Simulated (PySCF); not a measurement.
# Pd (Fm-3m) in PySCF: density of states with PBE

Aim: the density of states of Pd with PBE.

Everything below comes from runs of PySCF 2.14.0. Logs are shortened: lines on timing, memory, paths and dates and some standing lists are left out, and cuts for length are marked.

## 1. Starting point

Symmetry: Fm-3m, No. 225, cubic system. Conventional cell: a = 3.893 Å, b = 3.893 Å, c = 3.893 Å, α = 90.00°, β = 90.00°, γ = 90.00°. Pd (site symmetry m-3m) has 12 Pd at 2.75 Å as nearest neighbours.

## 2. Density of states, PBE

run.py

```python
import json
import numpy as np
from pyscf.pbc import gto, scf, dft, df

cell = gto.Cell()
cell.a = '''
  0.0000000000    1.9465000000    1.9465000000
  1.9465000000    0.0000000000    1.9465000000
  1.9465000000    1.9465000000    0.0000000000'''
cell.atom = '''
Pd   0.0000000000    0.0000000000    0.0000000000'''
cell.unit = 'A'
cell.basis = 'DZVP-MOLOPT-SR-GTH-q18'
cell.pseudo = 'GTH-PBE-q18'
cell.ke_cutoff = 102  # hartree
cell.exp_to_discard = 0.02
cell.precision = 1e-08
cell.space_group_symmetry = True
cell.symmorphic = False
cell.max_memory = 5880  # MB
cell.verbose = 4
cell.build()

res = {}
kpts = cell.make_kpts([12, 12, 12], space_group_symmetry=True, time_reversal_symmetry=True)
cell.space_group_symmetry = False  # the mesh holds the operations; no search on the supercells of the integral code
mf = dft.KRKS(cell, kpts, xc='pbe')
mf = mf.multigrid_numint()
mf = mf.smearing(sigma=0.00183747, method='fermi')  # hartree
mf.conv_tol = 1e-07
mf.max_cycle = 60

mf.kernel()
res.update(converged=bool(mf.converged), e_tot=mf.e_tot, nelec=cell.nelectron, nao=cell.nao, mesh=list(map(int, cell.mesh)), a=cell.lattice_vectors().tolist(), coords=cell.atom_coords().tolist(),
           mo_energy=[np.real(x).tolist() for x in mf.mo_energy], mo_occ=[np.real(x).tolist() for x in mf.mo_occ])
res.update(e_free=mf.e_free, e_zero=mf.e_zero)
res.update(kpts=kpts.kpts_scaled_ibz.tolist(), weights=kpts.weights_ibz.tolist())
res['parts'] = {k: float(np.real(v)) for k, v in mf.scf_summary.items() if np.isscalar(v)}
json.dump(res, open('results.json', 'w'))
if not mf.converged:
    raise SystemExit('SCF not converged')

print('levels (eV)')
for i, kp in enumerate(res['kpts'][:40]):
    print('k %7.4f %7.4f %7.4f  ' % tuple(kp), ' '.join('%.3f' % (x * 27.211386) for x in res['mo_energy'][i][:14]))

mf = mf.to_khf()  # unfold to the whole mesh
kpts = mf.kpts
# Mulliken populations
dm, s = np.asarray(mf.make_rdm1()), np.asarray(mf.get_ovlp())
sites = cell.aoslice_by_atom()[:, 2:]
tot = np.einsum('kij,kji->i', dm, s).real / len(kpts)
res['mulliken'] = [cell.atom_charge(i) - tot[a0:a1].sum() for i, (a0, a1) in enumerate(sites)]
print('Mulliken charges', np.round(res['mulliken'], 5))

# density of states, Gaussians of 0.15 eV
e = np.asarray(mf.mo_energy).real.reshape(1, -1) * 27.211386
ef = mf.get_fermi()
ef = np.max(ef) * 27.211386
x = np.arange(-15, 10.01, 0.1) + round(ef, 1)
dos = np.exp(-((x[:, None, None] - e) / 0.15) ** 2 / 2).sum(-1).T / (0.15 * np.sqrt(2 * np.pi) * len(kpts)) * 2
res.update(dos_e=x.tolist(), dos=dos.tolist())
for a, b in zip(x[::5], dos.T[::5]):
    print('%8.2f' % a, ' '.join('%9.4f' % y for y in b))

# density on a uniform mesh
grids = dft.gen_grid.UniformGrids(cell)
grids.mesh = [15, 15, 15]
grids.build()
ni = dft.numint.KNumInt()
rho = [ni.get_rho(cell, x, grids, kpts) for x in [dm]]
np.save('rho.npy', np.reshape(rho, (-1, *grids.mesh)))
res['done'] = True
json.dump(res, open('results.json', 'w'))
```

Potentials or basis: DZVP-MOLOPT-SR/GTH-PBE (potentials made for PBE).

Started as:

```bash
OMP_NUM_THREADS=4 python -u run.py > log
```

Output:

```text
Discarded 0 diffused primitive functions, 0 contracted functions

PySCF version 2.14.0

[INPUT] verbose = 4
[INPUT] num. atoms = 1
[INPUT] num. electrons = 18
[INPUT] charge = 0
[INPUT] spin (= nelec alpha-beta = 2S) = 0
[INPUT] symmetry False subgroup None
[INPUT] Mole.unit = A
[INPUT] Symbol           X                Y                Z      unit          X                Y                Z       unit  Magmom
[INPUT]  1 Pd     0.000000000000   0.000000000000   0.000000000000 AA    0.000000000000   0.000000000000   0.000000000000 Bohr   0.0

nuclear repulsion = -100.962017216248
number of shells = 4
number of NR pGTOs = 96
number of NR cGTOs = 25
basis = DZVP-MOLOPT-SR-GTH-q18
ecp = {}
lattice vectors  a1 [0.000000000, 3.678351901, 3.678351901]
                 a2 [3.678351901, 0.000000000, 3.678351901]
                 a3 [3.678351901, 3.678351901, 0.000000000]
dimension = 3
low_dim_ft_type = None
Cell volume = 99.5382
exp_to_discard = 0.02
rcut = 25.438014260058548 (nimgs = [6 6 6])
precision = 1e-08
pseudo = GTH-PBE-q18
ke_cutoff = 102
    = [25 25 25] mesh (15625 PWs)
[Cell] Point group symbol:  m-3m
time reversal: False
k-points in IBZ                         weights
  0:  0.000000,  0.000000,  0.000000    1/1728
  1:  0.500000,  0.500000,  0.000000    3/1728
  2:  0.500000,  0.500000,  0.500000    4/1728
  3:  0.583333,  0.583333,  0.000000    6/1728
  4:  0.583333,  0.583333,  0.583333    8/1728
  5:  0.666667,  0.666667,  0.000000    6/1728
[... 64 lines left out ...]
 70:  0.916667,  0.916667,  0.833333    12/1728
 71:  0.916667,  0.916667,  0.916667    8/1728

******** <class 'pyscf.pbc.scf.smearing.SmearingKsymAdaptedKRKS'> ********
method = SmearingKsymAdaptedKRKS
initial guess = minao
damping factor = 0
level_shift factor = 0
DIIS = <class 'pyscf.scf.diis.CDIIS'>
diis_start_cycle = 1
diis_space = 8
diis_damp = 0
SCF conv_tol = 1e-07
SCF conv_tol_grad = None
SCF max_cycles = 60
direct_scf = True
direct_scf_tol = 1e-13

******** PBC SCF flags ********
N kpts (BZ) = 1728
N kpts (IBZ) = 72
Exchange divergence treatment (exxdiv) = ewald
    madelung (= occupied orbital energy shift) = 0.05193519404128186
    Total energy shift due to Ewald probe charge = -1/2 * Nelec*madelung = -0.467416746372
DF object = <pyscf.pbc.df.fft.FFTDF object>
XC functionals = pbe
small_rho_cutoff = 0
Uniform grid, mesh = [25 25 25]
Set gradient conv threshold to 0.000316228
nelec by numeric integration = 18.000000000000007
init E= -127.362334699223
    sigma = 0.00183747  Optimized mu = 0.844280073312  entropy = 0.349876912263
nelec by numeric integration = 18.00000000000001
    Total E(T) = -127.125866254242  Free energy = -127.126509142572  E0 = -127.126187698407
cycle= 1 E= -127.125866254242  delta_E= 0.236  |g|= 3.78  |ddm|= 18.4
    sigma = 0.00183747  Optimized mu = 0.580191941761  entropy = 0.320203182962
nelec by numeric integration = 18.00000000000002
    Total E(T) = -126.934486819925  Free energy = -126.935075183668  E0 = -126.934781001797
cycle= 2 E= -126.934486819925  delta_E= 0.191  |g|= 5.61  |ddm|= 28.2
    sigma = 0.00183747  Optimized mu = 0.740120881006  entropy = 0.390843345804
nelec by numeric integration = 18.000000000000004
    Total E(T) = -127.254373163292  Free energy = -127.255091326215  E0 = -127.254732244753
cycle= 3 E= -127.254373163292  delta_E= -0.32  |g|= 0.0442  |ddm|= 18.5
    sigma = 0.00183747  Optimized mu = 0.738159518709  entropy = 0.392884417987
nelec by numeric integration = 18.0
    Total E(T) = -127.254372323954  Free energy = -127.255094237285  E0 = -127.254733280619
cycle= 4 E= -127.254372323954  delta_E= 8.39e-07  |g|= 0.042  |ddm|= 0.485
    sigma = 0.00183747  Optimized mu = 0.73689621607  entropy = 0.393613902931
nelec by numeric integration = 18.000000000000004
    Total E(T) = -127.254388500961  Free energy = -127.255111754699  E0 = -127.25475012783
cycle= 5 E= -127.254388500961  delta_E= -1.62e-05  |g|= 0.000222  |ddm|= 0.201
    sigma = 0.00183747  Optimized mu = 0.736903008616  entropy = 0.393609772437
nelec by numeric integration = 18.000000000000004
    Total E(T) = -127.254388509067  Free energy = -127.255111755215  E0 = -127.254750132141
cycle= 6 E= -127.254388509067  delta_E= -8.11e-09  |g|= 2.6e-06  |ddm|= 0.00115
    sigma = 0.00183747  Optimized mu = 0.736903184988  entropy = 0.393609899109
nelec by numeric integration = 18.000000000000004
    Total E(T) = -127.254388508834  Free energy = -127.255111755215  E0 = -127.254750132024
Extra cycle  E= -127.254388508834  delta_E= 2.33e-10  |g|= 4.3e-06  |ddm|= 3.31e-05
converged SCF energy = -127.254388508834
levels (eV)
k  0.0000  0.0000  0.0000   -68.616 -29.917 -29.916 -29.916 13.039 17.213 17.213 17.213 18.838 18.838 49.237 49.237 49.237 55.014
k  0.5000  0.5000  0.0000   -68.552 -30.303 -30.070 -30.069 14.674 14.948 20.022 20.362 20.362 23.448 31.095 34.403 34.403 42.930
k  0.5000  0.5000  0.5000   -68.568 -30.325 -29.975 -29.975 14.768 17.171 17.171 20.046 20.046 21.084 27.506 43.864 43.864 50.829
k  0.5833  0.5833  0.0000   -68.556 -30.278 -30.059 -30.059 14.833 15.076 19.936 20.057 20.057 22.044 32.966 35.054 35.054 42.797
k  0.5833  0.5833  0.5833   -68.571 -30.298 -29.971 -29.971 14.817 17.228 17.228 19.873 19.873 20.062 28.945 44.204 44.204 50.959
k  0.6667  0.6667  0.0000   -68.568 -30.210 -30.032 -30.031 15.183 15.441 19.327 19.327 19.706 19.735 36.744 36.875 36.875 42.505
[... 32 lines left out ...]
k  0.9167  0.5833  0.4167   -68.553 -30.263 -30.110 -30.060 15.171 15.489 18.503 19.429 20.227 25.363 31.524 31.855 34.673 46.392
k  0.9167  0.5833  0.5000   -68.556 -30.269 -30.075 -30.058 15.046 15.262 18.971 19.793 20.054 23.203 33.081 34.076 34.486 44.322
Mulliken charges [0.]

WARN: Occupied band above Fermi level:
k=65, mo_e=[-2.519384 -1.112704 -1.104662 -1.104659  0.545093  0.554037  0.73263
  0.73707   0.73707   0.810117  1.211494  1.288226  1.288227  1.57277
  2.163843  2.228331  2.429085  2.429086  2.537127  2.606961  2.795738
  2.795739  3.30751   3.394189  3.39419 ], mo_occ=[2.       2.       2.       2.       2.       2.       1.821948 0.95472
 0.954546 0.       0.       0.       0.       0.       0.       0.
 0.       0.       0.       0.       0.       0.       0.       0.
 0.      ]

WARN: Occupied band above Fermi level:
k=91, mo_e=[-2.519384 -1.112704 -1.104662 -1.104659  0.545093  0.554037  0.73263
  0.73707   0.73707   0.810117  1.211494  1.288226  1.288227  1.57277
  2.163843  2.228331  2.429085  2.429086  2.537127  2.606961  2.795738
  2.795739  3.30751   3.394189  3.39419 ], mo_occ=[2.       2.       2.       2.       2.       2.       1.821948 0.95472
 0.954546 0.       0.       0.       0.       0.       0.       0.
 0.       0.       0.       0.       0.       0.       0.       0.
 0.      ]

WARN: Occupied band above Fermi level:
k=355, mo_e=[-2.519355 -1.111349 -1.106777 -1.104439  0.572495  0.580986  0.647251
  0.705665  0.736707  0.919562  1.177582  1.210441  1.235478  1.765902
  1.870609  2.229736  2.411716  2.423668  2.508838  2.550742  2.602659
  2.752861  3.0207    3.400249  4.89132 ], mo_occ=[2.       2.       2.       2.       2.       2.       2.       2.
 1.053294 0.       0.       0.       0.       0.       0.       0.
 0.       0.       0.       0.       0.       0.       0.       0.
 0.      ]

WARN: Occupied band above Fermi level:
k=377, mo_e=[-2.519355 -1.111349 -1.106777 -1.104439  0.572495  0.580986  0.647251
  0.705665  0.736707  0.919562  1.177582  1.210441  1.235478  1.765902
  1.870609  2.229736  2.411716  2.423668  2.508838  2.550742  2.602659
  2.752861  3.0207    3.400249  4.89132 ], mo_occ=[2.       2.       2.       2.       2.       2.       2.       2.
 1.053294 0.       0.       0.       0.       0.       0.       0.
 0.       0.       0.       0.       0.       0.       0.       0.
 0.      ]

WARN: Occupied band above Fermi level:
k=381, mo_e=[-2.519355 -1.111349 -1.106777 -1.104439  0.572495  0.580986  0.647251
  0.705665  0.736707  0.919562  1.177582  1.210441  1.235478  1.765902
  1.870609  2.229736  2.411716  2.423668  2.508838  2.550742  2.602659
  2.752861  3.0207    3.400249  4.89132 ], mo_occ=[2.       2.       2.       2.       2.       2.       2.       2.
 1.053294 0.       0.       0.       0.       0.       0.       0.
 0.       0.       0.       0.       0.       0.       0.       0.
 0.      ]

WARN: Occupied band above Fermi level:
k=403, mo_e=[-2.519355 -1.111349 -1.106777 -1.104439  0.572495  0.580986  0.647251
  0.705665  0.736707  0.919562  1.177582  1.210441  1.235478  1.765902
  1.870609  2.229736  2.411716  2.423668  2.508838  2.550742  2.602659
  2.752861  3.0207    3.400249  4.89132 ], mo_occ=[2.       2.       2.       2.       2.       2.       2.       2.
 1.053294 0.       0.       0.       0.       0.       0.       0.
 0.       0.       0.       0.       0.       0.       0.       0.
 0.      ]

WARN: Occupied band above Fermi level:
k=502, mo_e=[-2.519355 -1.111349 -1.106777 -1.104439  0.572495  0.580986  0.647251
  0.705665  0.736707  0.919562  1.177582  1.210441  1.235478  1.765902
  1.870609  2.229736  2.411716  2.423668  2.508838  2.550742  2.602659
  2.752861  3.0207    3.400249  4.89132 ], mo_occ=[2.       2.       2.       2.       2.       2.       2.       2.
 1.053294 0.       0.       0.       0.       0.       0.       0.
 0.       0.       0.       0.       0.       0.       0.       0.
 0.      ]

WARN: Occupied band above Fermi level:
k=557, mo_e=[-2.519355 -1.111349 -1.106777 -1.104439  0.572495  0.580986  0.647251
  0.705665  0.736707  0.919562  1.177582  1.210441  1.235478  1.765902
  1.870609  2.229736  2.411716  2.423668  2.508838  2.550742  2.602659
  2.752861  3.0207    3.400249  4.89132 ], mo_occ=[2.       2.       2.       2.       2.       2.       2.       2.
 1.053294 0.       0.       0.       0.       0.       0.       0.
 0.       0.       0.       0.       0.       0.       0.       0.
 0.      ]
[... 199 lines left out ...]
    5.00    0.0000
    5.50    0.0000
    6.00    0.0000
    6.50    0.0000
    7.00    0.0000
    7.50    0.0000
[... 43 lines left out ...]
   29.50    0.2981
   30.00    0.1929
```

It took 5.4 min on 4 threads of Arm Neoverse V1, shared host; peak memory 5.5 GiB.

What came out:

* Free energy: -3462.7880 eV
* Band gap on the k mesh: none (metal or under the smearing width)

States per cell in windows of 0.5 eV (zero at the Fermi level; states under -8 eV left out):
```tsv
from (eV)	total
-8.0	0.00
-7.5	0.00
-7.0	0.02
-6.5	0.04
-6.0	0.07
-5.5	0.34
-5.0	0.99
-4.5	0.94
-4.0	0.77
-3.5	0.85
-3.0	1.19
-2.5	1.03
-2.0	0.87
-1.5	0.90
-1.0	0.84
-0.5	1.11
0.0	0.49
0.5	0.19
1.0	0.11
1.5	0.08
2.0	0.15
2.5	0.13
3.0	0.11
3.5	0.11
4.0	0.12
4.5	0.13
5.0	0.12
5.5	0.05
6.0	0.08
6.5	0.08
7.0	0.10
7.5	0.17
```

Caveat: the basis of atomic orbitals isn't converged, which shifts pressures, moduli and gaps.
